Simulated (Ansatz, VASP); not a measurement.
# Two plane-wave programs on BeS

```xyz
2
Lattice="0.0000 2.3362 2.3362 2.3362 0.0000 2.3362 2.3362 2.3362 0.0000" Properties=species:S:1:pos:R:3 pbc="T T T"
Be    0.0000    0.0000    0.0000
S     1.1681    1.1681    1.1681
```

Alike in both runs: task single point; functional PBE; k mesh 8 × 8 × 8; occupations gaussian, width 0.02 eV; no spin polarisation.

|  | VASP | Ansatz |
| --- | --- | --- |
| version | VASP 6.6.1 | Ansatz 0.2.0 |
| potentials or method | VASP PAW PBE potentials, release 64 (Be, S) | scalar-relativistic, plane waves, PAW |
| plane-wave cutoff (eV) | 520 | 420 |
| valence electrons in the cell | 8 | 8 |

```tsv
	VASP	Ansatz	Ansatz less VASP
gap on the k mesh at the Fermi level (eV)	2.83	2.83	0.000
least direct gap on the mesh (eV)	5.59	5.57	-0.021
pressure (GPa)	15.1	15.1	+0.03
```

With one functional, cell and mesh, what is left measures potentials, basis and numerics.

Caveats: so large a pressure means that the cell lies far from this level's equilibrium, or that cutoff or potentials fall short (VASP). A k mesh can miss the band edges.
